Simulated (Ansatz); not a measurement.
# HfN/SiC/Hf: conductance against the thickness of the layer

Wanted: T(E), the conductance and its decay constant for HfN/SiC/Hf. The lower electrode is HfN rock salt(111), the upper one Hf hcp(0001); the barrier is SiC wurtzite(0001) (whole bilayers). In the first transport cell, after relaxation, the nearest pair of electrode and barrier is Hf–C at 2.21 Å, along the normal, at the lower face and Hf–Si at 2.88 Å, along the normal, at the upper one. All share a net of side 3.09 Å, which strains the lower electrode by -3.5 %, the upper one by -3.4 % and the barrier by +0.0 %, against typed lattice constants near PBE's. The first steps treat the bulk electrodes alone.

Calculated with Ansatz 0.2.0; PBE DFT, plane waves, PAW files, in the first sound run; inputs show where later runs differ.

## 1. The starting structure

Symmetry: R-3m, No. 166, trigonal system. Conventional cell: a = 3.090 Å, b = 3.090 Å, c = 8.040 Å, α = 90.00°, β = 90.00°, γ = 120.00°. Hf has 6 N at 2.23 Å nearest. N has 6 Hf at 2.23 Å nearest. Farther neighbours and most contacts between anions are not listed.

## 2. The strained electrode, 6 atoms, electrode HfN rock salt(111)

The electrode is held to the junction's net and relaxed along the normal; its spacing is used for the ideal lead layers.

Input file input.yaml:

```yaml
crystal:
  lattice:
    - [3.09, 0.0, 0.0]
    - [-1.545, 2.6760184977, 0.0]
    - [0.0, 0.0, 8.0402769554]
  atoms:
    - { symbol: Hf, position: [0.0, 0.0, 0.0] }
    - { symbol: "N", position: [0.3333333333, 0.6666666667, 0.1666666667] }
    - { symbol: Hf, position: [0.6666666667, 0.3333333333, 0.3333333333] }
    - { symbol: "N", position: [0.0, 0.0, 0.5] }
    - { symbol: Hf, position: [0.3333333333, 0.6666666667, 0.6666666667] }
    - { symbol: "N", position: [0.6666666667, 0.3333333333, 0.8333333333] }
kpoints:
  mp_grid: { grid: [12, 12, 4] }
scf:
  occupations: { method: fermi_dirac, width: 0.1 }
  max_iter: 150
hamiltonian:
  xc: pbe
relax:
  f_tol: 0.01
  max_steps: 40
  cell: { fix: [a, b, angles] }
```

Launch:

```sh
$ ansatz run input.yaml --threads 4 --pin off --max-ram 12288MiB --backend cpu --events-out ev --progress --plain --runs-dir out
```

Numbers of over 12 decimals in the logs are rounded to 6 here.

What it wrote:

```text
Engine: ansatz 0.2.0, aarch64-unknown-linux-gnu
Pseudopotentials: kind: paw
Pseudopotential: Hf, paw, valence charge 26, recommended cutoff 420 eV (normal), Hf.paw.azcp
Pseudopotential: N, paw, valence charge 5, recommended cutoff 420 eV (normal), N.paw.azcp
Functional definition: PBE
  parameter kappa = 0.804
  parameter beta = 0.066725
  exchange = pbe_x(kappa = kappa, mu = beta*pi^2/3)
  correlation = pbe_c(beta = beta)
Crystal: 6 atoms, lattice volume = 66.484 Å³
Basis set: ecut = 420 eV, 1275 PW (Γ), exchange–correlation on 48×48×108 points (8 copies of the dense FFT grid, shifted against one another)
Bands: 56, of which v1, the nominal top of the filled ones, is band 47 counted from 1 (46 counted from 0)
Symmetry: 36 space group operations
Space group: R-3m (ITA 166), of the structure as read, at distance tolerance 4.1e-5 Å
k-points: 69 of 576
Non-local potential: Hf, projectors of the file, l = 0: 3, l = 1: 2, l = 2: 2, l = 3: 3
Non-local potential: N, projectors of the file, l = 0: 2, l = 1: 2, l = 2: 1
PAW form: soft (Blöchl's): semilocal exchange-correlation on the pseudo side does not see the compensation charge
PAW one-centre angular grid: Hf, 590 points (default); XC on 64 Gauss nodes
PAW one-centre angular grid: N, 110 points (default); XC on 64 Gauss nodes
Initial density: superposition of atomic densities (neutral atoms: chi_scale 0, normalization atom), corrected by the library's trained network
Initial wavefunctions: pseudopotential atomic-orbital guess
Functional: x = pbe(κ = 0.804, μ = 0.219515), c = pbe(β = 0.066725)
SCF iter   1: F=—  HF=-48325.759896 eV  |F-HF|=—  |Δ(HF+E_count)|=         —  Δρ=5.14e-3  dr2=1.98e-2  ethr=1.77e-3  ⟨swp⟩=5.1  Hψ=11755  notcnv=0  defer=5
preconditioner: auto → Kerker (q_TF=auto, 2.885 Å⁻¹)  [metal: Δε(μ)=0.018 eV  Ē_g=18.251 eV  σ=0.100 eV  W_gap=0.05  n_scr=36 (ndim 8)  ℏωp=42.5 eV  f_vac=0.000  D(μ)=1.55/eV (n_scr^D=4)]
SCF iter   2: F=—  HF=-48325.755250 eV  |F-HF|=—  |Δ(HF+E_count)|=   4.65e-3  Δρ=1.63e-3  dr2=1.28e-3  ethr=2.12e-5  ⟨swp⟩=2.0  Hψ=6719  notcnv=0  defer=10
SCF iter   3: F=—  HF=-48325.754772 eV  |F-HF|=—  |Δ(HF+E_count)|=   4.78e-4  Δρ=8.20e-4  dr2=2.65e-4  ethr=1.37e-6  ⟨swp⟩=2.7  Hψ=6722  notcnv=0  defer=10
SCF iter   4: F=—  HF=-48325.754713 eV  |F-HF|=—  |Δ(HF+E_count)|=   5.82e-5  Δρ=3.26e-4  dr2=3.14e-5  ethr=2.85e-7  ⟨swp⟩=2.0  Hψ=6969  notcnv=0  defer=10
SCF iter   5: F=—  HF=-48325.754667 eV  |F-HF|=—  |Δ(HF+E_count)|=   4.61e-5  Δρ=7.12e-5  dr2=1.56e-6  ethr=3.37e-8  ⟨swp⟩=2.3  Hψ=7102  notcnv=0  defer=10
SCF iter   6: F=—  HF=-48325.754620 eV  |F-HF|=—  |Δ(HF+E_count)|=   4.76e-5  Δρ=1.52e-5  dr2=1.34e-7  ethr=1.67e-9  ⟨swp⟩=2.1  Hψ=6118  notcnv=0  defer=10
SCF iter   7: F=-48325.754620 eV  HF=-48325.754620 eV  |F-HF|=6.17e-9  |Δ(HF+E_count)|=   3.30e-8  Δρ=4.22e-6  dr2=1.30e-8  ethr=1.08e-10  ⟨swp⟩=5.2  Hψ=15585  notcnv=0
SCF 1 converged in 7 iterations: F = -48325.754620 eV  dr2 = 1.30e-8
  greatest PAW one-centre occupation: 0.998 electrons in one spin orbital (limit 2), on the Hf atom at site 4 (counted from 0), in its partial waves of l = 0
relax step   1: F+E_penalty+E_count = -48325.75461971 eV  Δ(F+E_penalty+E_count) = +0.000e0 eV  max|allowed force component| = 1.385e-27 eV/Å  Δτ_max = 0.0000 Å  P = +17.870 GPa  Ω = 66.484 Å³  fix = [a, b, alpha, beta, gamma]  reactions: a +23.129, b +23.129 GPa  (7 SCF iters, dr2 threshold 1.00e-7 eV, accepted)
Crystal: 6 atoms, lattice volume = 68.082 Å³
Basis set: ecut = 420 eV, 1359 PW (Γ), exchange–correlation on 48×48×108 points (8 copies of the dense FFT grid, shifted against one another)
Initial density: handed on by an earlier stage of this run
Initial wavefunctions: those handed on with the density
iter 1 solved again at ethr=1.45e-5 eV; its pass at ethr=3.10e-3 eV (dr2=1.35e-2 eV) is discarded
SCF iter   1: F=—  HF=-48325.766571 eV  |F-HF|=—  |Δ(HF+E_count)|=         —  Δρ=4.44e-3  dr2=1.31e-2  ethr=1.45e-5  ⟨swp⟩=1.6  Hψ=17900  notcnv=0
preconditioner: auto → Kerker (q_TF=auto, 2.874 Å⁻¹)  [metal: Δε(μ)=0.037 eV  Ē_g=18.182 eV  σ=0.100 eV  W_gap=0.09  n_scr=36 (ndim 8)  ℏωp=42.0 eV  f_vac=0.000  D(μ)=1.51/eV (n_scr^D=4)]
SCF iter   2: F=—  HF=-48325.763652 eV  |F-HF|=—  |Δ(HF+E_count)|=   2.92e-3  Δρ=1.61e-3  dr2=1.71e-3  ethr=1.41e-5  ⟨swp⟩=2.0  Hψ=6164  notcnv=0
SCF iter   3: F=—  HF=-48325.763321 eV  |F-HF|=—  |Δ(HF+E_count)|=   3.31e-4  Δρ=7.71e-4  dr2=4.46e-4  ethr=1.84e-6  ⟨swp⟩=2.9  Hψ=7199  notcnv=0
SCF iter   4: F=—  HF=-48325.763103 eV  |F-HF|=—  |Δ(HF+E_count)|=   2.18e-4  Δρ=3.48e-4  dr2=7.52e-5  ethr=4.79e-7  ⟨swp⟩=2.0  Hψ=7073  notcnv=0
SCF iter   5: F=—  HF=-48325.763004 eV  |F-HF|=—  |Δ(HF+E_count)|=   9.92e-5  Δρ=1.24e-4  dr2=5.55e-6  ethr=8.09e-8  ⟨swp⟩=2.0  Hψ=7079  notcnv=0
SCF iter   6: F=—  HF=-48325.763008 eV  |F-HF|=—  |Δ(HF+E_count)|=   3.89e-6  Δρ=3.33e-5  dr2=6.68e-7  ethr=5.97e-9  ⟨swp⟩=2.0  Hψ=7014  notcnv=0
SCF iter   7: F=-48325.763008 eV  HF=-48325.763008 eV  |F-HF|=5.70e-8  |Δ(HF+E_count)|=   3.65e-7  Δρ=1.05e-5  dr2=6.10e-8  ethr=6.45e-10  ⟨swp⟩=4.6  Hψ=14351  notcnv=0
SCF 2 converged in 7 iterations: F = -48325.763008 eV  dr2 = 6.10e-8
relax step   2: F+E_penalty+E_count = -48325.76300763 eV  Δ(F+E_penalty+E_count) = -8.388e-3 eV  max|allowed force component| = 3.593e-27 eV/Å  Δτ_max = 0.0000 Å  P = +10.320 GPa  Ω = 68.082 Å³  energy of the carried Pulay correction = -5.353e-3 eV  fix = [a, b, alpha, beta, gamma]  reactions: a +17.699, b +17.699 GPa  (7 SCF iters, dr2 threshold 6.00e-7 eV, accepted)
Crystal: 6 atoms, lattice volume = 67.480 Å³
Basis set: ecut = 420 eV, 1335 PW (Γ), exchange–correlation on 48×48×108 points (8 copies of the dense FFT grid, shifted against one another)
iter 1 solved again at ethr=1.88e-6 eV; its pass at ethr=3.10e-3 eV (dr2=1.75e-3 eV) is discarded
SCF iter   1: F=—  HF=-48325.774151 eV  |F-HF|=—  |Δ(HF+E_count)|=         —  Δρ=1.63e-3  dr2=1.71e-3  ethr=1.88e-6  ⟨swp⟩=2.1  Hψ=16995  notcnv=0
preconditioner: auto → Kerker (q_TF=auto, 2.878 Å⁻¹)  [metal: Δε(μ)=0.039 eV  Ē_g=18.205 eV  σ=0.100 eV  W_gap=0.10  n_scr=36 (ndim 8)  ℏωp=42.2 eV  f_vac=0.000  D(μ)=1.52/eV (n_scr^D=4)]
SCF iter   2: F=—  HF=-48325.773774 eV  |F-HF|=—  |Δ(HF+E_count)|=   3.77e-4  Δρ=6.01e-4  dr2=2.30e-4  ethr=1.84e-6  ⟨swp⟩=2.0  Hψ=6168  notcnv=0
SCF iter   3: F=—  HF=-48325.773607 eV  |F-HF|=—  |Δ(HF+E_count)|=   1.67e-4  Δρ=2.84e-4  dr2=5.86e-5  ethr=2.48e-7  ⟨swp⟩=2.9  Hψ=7207  notcnv=0
SCF iter   4: F=—  HF=-48325.773600 eV  |F-HF|=—  |Δ(HF+E_count)|=   7.00e-6  Δρ=1.29e-4  dr2=1.03e-5  ethr=6.31e-8  ⟨swp⟩=2.0  Hψ=7074  notcnv=0
SCF iter   5: F=—  HF=-48325.773586 eV  |F-HF|=—  |Δ(HF+E_count)|=   1.39e-5  Δρ=4.62e-5  dr2=7.51e-7  ethr=1.11e-8  ⟨swp⟩=2.0  Hψ=7081  notcnv=0
SCF iter   6: F=-48325.773586 eV  HF=-48325.773586 eV  |F-HF|=1.27e-7  |Δ(HF+E_count)|=   5.27e-7  Δρ=1.21e-5  dr2=8.51e-8  ethr=6.45e-10  ⟨swp⟩=4.5  Hψ=14308  notcnv=0
SCF 3 converged in 6 iterations: F = -48325.773586 eV  dr2 = 8.51e-8
relax step   3: F+E_penalty+E_count = -48325.77358623 eV  Δ(F+E_penalty+E_count) = -1.058e-2 eV  max|allowed force component| = 1.217e-27 eV/Å  Δτ_max = 0.0000 Å  P = +13.046 GPa  Ω = 67.480 Å³  energy of the carried Pulay correction = -3.353e-3 eV  fix = [a, b, alpha, beta, gamma]  reactions: a +19.625, b +19.625 GPa  (6 SCF iters, dr2 threshold 6.00e-7 eV, accepted)
[...]
relax step   4: F+E_penalty+E_count = -48325.77364204 eV  Δ(F+E_penalty+E_count) = -5.581e-5 eV  max|allowed force component| = 9.786e-28 eV/Å  Δτ_max = 0.0000 Å  P = +13.117 GPa  Ω = 67.465 Å³  energy of the carried Pulay correction = -3.302e-3 eV  fix = [a, b, alpha, beta, gamma]  reactions: a +19.675, b +19.675 GPa  (4 SCF iters, dr2 threshold 3.13e-8 eV, accepted)
[...]
relax step   5: F+E_penalty+E_count = -48325.77746162 eV  Δ(F+E_penalty+E_count) = -3.820e-3 eV  max|allowed force component| = 1.581e-28 eV/Å  Δτ_max = 0.0000 Å  P = +13.180 GPa  Ω = 67.465 Å³  fix = [a, b, alpha, beta, gamma]  reactions: a +19.707, b +19.707 GPa  stress off target by 1.24e-1 GPa on what of the cell is left free  SCF on the basis re-selected at this cell (its energy is not comparable with the rows above)  (7 SCF iters)
[...]
relax step   6: F+E_penalty+E_count = -48325.77741412 eV  Δ(F+E_penalty+E_count) = +4.750e-5 eV  max|allowed force component| = 6.418e-28 eV/Å  Δτ_max = 0.0000 Å  P = +13.102 GPa  Ω = 67.482 Å³  energy of the carried Pulay correction = -5.414e-5 eV  fix = [a, b, alpha, beta, gamma]  reactions: a +19.651, b +19.651 GPa  (4 SCF iters, dr2 threshold 3.87e-8 eV, accepted)
iter 1 solved again at ethr=1.31e-8 eV; its pass at ethr=3.10e-3 eV (dr2=1.22e-5 eV) is discarded
SCF iter   1: F=—  HF=-48325.777453 eV  |F-HF|=—  |Δ(HF+E_count)|=         —  Δρ=4.59e-6  dr2=9.56e-9  ethr=1.31e-8  ⟨swp⟩=4.0  Hψ=24895  notcnv=0
SCF iter   2: F=—  HF=-48325.777479 eV  |F-HF|=—  |Δ(HF+E_count)|=   2.63e-5  Δρ=2.03e-6  dr2=2.40e-9  ethr=1.03e-11  ⟨swp⟩=3.4  Hψ=9646  notcnv=0
SCF iter   3: F=—  HF=-48325.777479 eV  |F-HF|=—  |Δ(HF+E_count)|=   1.06e-9  Δρ=1.38e-6  dr2=1.20e-9  ethr=2.58e-12  ⟨swp⟩=2.1  Hψ=6407  notcnv=0
SCF iter   4: F=-48325.777479 eV  HF=-48325.777479 eV  |F-HF|=1.46e-11  |Δ(HF+E_count)|=  1.46e-11  Δρ=2.86e-7  dr2=5.84e-11  ethr=1.00e-12  ⟨swp⟩=4.6  Hψ=18836  notcnv=0
SCF 7 converged in 4 iterations: F = -48325.777479 eV  dr2 = 5.84e-11
relax step   7: F+E_penalty+E_count = -48325.77747914 eV  Δ(F+E_penalty+E_count) = -6.501e-5 eV  max|allowed force component| = 5.594e-29 eV/Å  Δτ_max = 0.0000 Å  P = +13.102 GPa  Ω = 67.482 Å³  fix = [a, b, alpha, beta, gamma]  reactions: a +19.652, b +19.652 GPa  stress off target by 3.71e-3 GPa on what of the cell is left free  SCF on the basis re-selected at this cell (its energy is not comparable with the rows above)  (4 SCF iters)
basis re-selected at this cell: Δ(F+E_penalty+E_count) = -6.501e-5 eV, ΔP = +0.001 GPa vs the last step (what re-selecting the basis moved, of the pressure what is left beyond the Pulay correction that the steps carried, after the strain that the cell walked since its last selection, with what the two solves' SCF thresholds leave and, on support functions, any second-order correction that the steps lacked; it is no m [...]
SCF converged after 4 iterations
Free energy (F): -48325.777479 eV
Harris-Foulkes:  -48325.777479 eV  (|F-HF|=1.46e-11)
Internal energy: -48325.726135 eV  (E = F + TS)
E sigma→0 (E₀):  -48325.751807 eV
Entropy (-TS):   -0.051344 eV (-8.557 meV/atom)
Fermi energy:    24.432859 eV
--- Per-component energies (eV) ---
  E_band       = 605.504890
  E_kinetic    = 1678.106352
  E_local      = -13956.889532  (includes V_loc(G=0)·N_el)
  E_nonlocal   = -3594.174567
  E_hartree    = 6653.372018
  E_xc         = -1087.485323
  E_vxc        = -1037.917040  (∫ρ·V_xc dr)
  E_paw        = -21166.044818  (= ΣΔE_a)
  E_vpaw       = 4209.635423  (= ΣTr[D̂ρ^β])
  E_aug_tail   = 0.000286  (compensation charges beyond the density's cutoff)
  E_ewald      = -16852.610552
  E_smearing   = -0.051344  (= −TS)
  E_closure    = 0.000000  (closes the sum)
  Σ components = -48325.777479   (vs F -48325.777479, Δ=0.00e0)
--- Forces (eV/Å), atoms counted from 1 ---
  atom   1  Hf    -0.00000000    -0.00000000     0.00000000
  atom   2  N      0.00000000     0.00000000     0.00000000
  atom   3  Hf     0.00000000    -0.00000000    -0.00000000
  atom   4  N      0.00000000     0.00000000     0.00000000
  atom   5  Hf    -0.00000000     0.00000000     0.00000000
  atom   6  N      0.00000000    -0.00000000     0.00000000
  max |Σ_I F_I| component: 5.57e-29 eV/Å
--- Stress (GPa, compression-positive) ---
       19.651797       0.000000      -0.000000
        0.000000      19.651797      -0.000000
       -0.000000      -0.000000       0.003711
  P = ⅓ Tr σ = 13.1024 GPa (131.024 kbar)
--- Relaxed structure (5 steps of the walk, 5 accepted, 2 SCFs on fresh bases) ---
  F+E_penalty+E_count = -48325.77747914 eV   max|allowed force component| = 5.594e-29 eV/Å   (the final SCF, on the basis selected at the relaxed cell)
  cell:  # Å, volume = 67.4821 Å³
    - [3.090000, 0, 0]
    - [-1.545000, 2.676018, 0]
    - [0, 0, 8.160951]
  atoms:
    - { symbol: Hf, position: [0, 0, 0] }
    - { symbol: N, position: [0.333333, 0.666667, 0.166667] }
    - { symbol: Hf, position: [0.666667, 0.333333, 0.333333] }
    - { symbol: N, position: [0, 0, 0.500000] }
    - { symbol: Hf, position: [0.333333, 0.666667, 0.666667] }
    - { symbol: N, position: [0.666667, 0.333333, 0.833333] }
```

Run time: 18 s. Hardware: 4 threads of Arm Neoverse V2, shared host; peak memory 0.55 GiB.

This run has no spin polarisation although its electron count is odd.

The steps of the relaxation:

| step | energy less that of the first step (eV) | largest force component (eV/Å) | pressure (GPa) | volume (Å³) |
| --- | --- | --- | --- | --- |
| 1 | 0.0000 | 0.0000 | 17.87 | 66.48 |
| 2 | -0.0084 | 0.0000 | 10.32 | 68.08 |
| 3 | -0.0190 | 0.0000 | 13.05 | 67.48 |
| 4 | -0.0190 | 0.0000 | 13.12 | 67.47 |
| 5* | -0.0228 | 0.0000 | 13.18 | 67.47 |
| 6 | -0.0228 | 0.0000 | 13.10 | 67.48 |
| 7* | -0.0229 | 0.0000 | 13.10 | 67.48 |

Relaxation steps marked * repeat the geometry before them on a plane-wave basis chosen anew for their cell, so energy and pressure can jump there.

Forces are held to the 36 operations that the run works with; a distortion that breaks them can't arise in this run.

| conventional cell, symmetrised | before | after | change |
| --- | --- | --- | --- |
| a (Å) | 3.090 | 3.090 | +0.0 % |
| b (Å) | 3.090 | 3.090 | +0.0 % |
| c (Å) | 8.040 | 8.161 | +1.5 % |
| volume (Å³/atom) | 11.08 | 11.25 | +1.5 % |

Final coordinates:

```cif
data_structure
_symmetry_space_group_name_H-M 'P 1'
_symmetry_Int_Tables_number 1
_cell_length_a 3.0900
_cell_length_b 3.0900
_cell_length_c 8.1610
_cell_angle_alpha 90.000
_cell_angle_beta 90.000
_cell_angle_gamma 120.000
_cell_volume 67.48
loop_
_atom_site_label
_atom_site_type_symbol
_atom_site_fract_x
_atom_site_fract_y
_atom_site_fract_z
_atom_site_occupancy
Hf1 Hf 0.00000 0.00000 0.00000 1
N2 N 0.33333 0.66667 0.16667 1
Hf3 Hf 0.66667 0.33333 0.33333 1
N4 N 0.00000 0.00000 0.50000 1
Hf5 Hf 0.33333 0.66667 0.66667 1
N6 N 0.66667 0.33333 0.83333 1
```

Numbers from this step:

```
free energy  : -48325.7775 eV
Fermi energy : 24.43 eV
pressure     : 13.10 GPa
```

(Continued in part 2 of 5.)

[Logs are printed without paths, hosts, clocks, repeated set-up lines and the standing remarks that a program may print on its own settings, such as how far it seeks lower states.]

[Hosts, paths, dates, database ids (printed as entryN), source tags and the programs' standing remarks are cut or masked in the printed files.]
